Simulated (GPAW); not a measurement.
Set up this calculation in GPAW 26.7.0, as an ASE script.

- Task: optical spectrum
- Functional: PBE
- Potentials or basis: GPAW PAW data sets (gpaw-data 1.2.1)
- Cutoff: 400 eV
- Basis: pw
- k mesh: 9 × 9 × 9
- Occupations: fermi-dirac, width 0.05 eV
- Spin: no spin polarisation
- Eta: 0.1 eV
- Response ecut: 50 eV
- Scissors: 0 eV
- Kernel: RPA
- Maxiter: 150
- Response k mesh: 29 × 29 × 29
- Domega0: 0.05 eV
- Omega2: 10 eV
- Response bands: 16
- Directions: ["x"]
- Intraband: yes

The structure of Ti lies in Ti.xyz:

```xyz
1
Lattice="-1.6731846416 1.6731846416 1.6731846416 1.6731846416 -1.6731846416 1.6731846416 1.6731846416 1.6731846416 -1.6731846416" Properties=species:S:1:pos:R:3 pbc="T T T"
Ti     0.0000000000      0.0000000000      0.0000000000
```

This isn't the form of Ti at room conditions, which is hcp.

These files were run (other wordings do the same):

run.py

```python
from ase.dft.bandgap import bandgap
from ase.io import read, write
from gpaw import GPAW, PW
from gpaw.response.df import DielectricFunction

atoms = read('Ti.xyz')

calc = GPAW(mode=PW(400),
            xc='PBE',
            kpts={'size': (9, 9, 9), 'gamma': True},
            occupations={'name': 'fermi-dirac', 'width': 0.05},
            nbands=14,
            convergence={'density': 1e-06},
            maxiter=150,
            txt='gpaw.txt')
atoms.calc = calc
energy = atoms.get_potential_energy()
calc.write('gs.gpw')
write('result.traj', atoms)
print(f'Energy: {energy:.6f} eV')
print('Fermi level:', round(calc.get_fermi_level(), 4), 'eV')
print(f'Gap: {bandgap(calc)[0]:.4f} eV, direct: {bandgap(calc, direct=True)[0]:.4f} eV')

dense = calc.fixed_density(kpts={'size': (29, 29, 29), 'gamma': True},
                           nbands=22, convergence={'bands': 16, 'eigenstates': 1e-7},
                           update_fermi_level=True, txt='dense.txt')
dense.write('dense.gpw', mode='all')

df = DielectricFunction('dense.gpw', frequencies={'type': 'nonlinear', 'domega0': 0.05, 'omega2': 10},
                        eta=0.1, ecut=50, nbands=16, rate='eta', txt='df.txt')
for direction in ['x']:
    df.get_dielectric_function(xc='RPA', direction=direction, filename=f'df_{direction}.csv')
```

Potentials or basis: GPAW PAW data sets (gpaw-data 1.2.1), pw.

Command:

```sh
$ OMP_NUM_THREADS=1 python run.py
```

It gave:

| Item | Value |
| --- | --- |
| Band gap on the k mesh | none (metal or under the smearing width) |

Caveat: the intraband term hangs on this k mesh; the long-wavelength limit can be off by several per cent where d states take part; independent-particle spectra lack excitons.

Wall time 81 s on 1 thread of Arm Neoverse V1 (shared host), peak memory 0.37 GiB.
